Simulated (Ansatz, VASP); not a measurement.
## KF (Carobbiite) in VASP and in Ansatz

Contents of INCAR:

```
PREC = Accurate
ENCUT = 520
EDIFF = 1E-6
ISMEAR = 0
SIGMA = 0.01
LREAL = False
LASPH = True
NELM = 60
ALGO = Normal
ISIF = 2
LWAVE = False
LCHARG = False
GGA = PE
NBANDS = 15
```

File KPOINTS:

```
regular mesh
0
Gamma
  6 6 6
```

The input POSCAR:

```
KF
1.0
    0.0000000000      2.7361935880      2.7361935880
    2.7361935880      0.0000000000      2.7361935880
    2.7361935880      2.7361935880      0.0000000000
K F
1 1
Direct
    0.0000000000      0.0000000000      0.0000000000
    0.5000000000      0.5000000000      0.5000000000
```

Input for Ansatz:

```yaml
crystal:
  lattice:
    - [0.0, 2.736193588, 2.736193588]
    - [2.736193588, 0.0, 2.736193588]
    - [2.736193588, 2.736193588, 0.0]
  atoms:
    - { symbol: K, position: [0.0, 0.0, 0.0] }
    - { symbol: F, position: [0.5, 0.5, 0.5] }
kpoints:
  mp_grid: { grid: [6, 6, 6] }
hamiltonian:
  xc: pbe
scf:
  occupations: { method: fixed }
  n_extra_bands: 4
output:
  forces: true
  stress: true
  eigenvalues: true
```

Alike in both runs: task single point; functional PBE; k mesh 6 × 6 × 6; no spin polarisation.

|  | VASP | Ansatz |
| --- | --- | --- |
| version | VASP 6.6.1 | Ansatz 0.2.0 |
| potentials or method | VASP PAW PBE potentials, release 64 (K_sv, F) | plane waves, PAW |
| plane-wave cutoff (eV) | 520 | 420 |
| occupations | gaussian, width 0.01 eV | fixed |
| valence electrons in the cell | 16 | 16 |

```csv
,VASP,Ansatz,Ansatz less VASP
gap on the k mesh at the Fermi level (eV),5.81,5.82,+0.015
pressure (GPa),-0.8,-0.8,+0.01
```

PBE gaps usually lie below the measured ones, often by a third to a half.
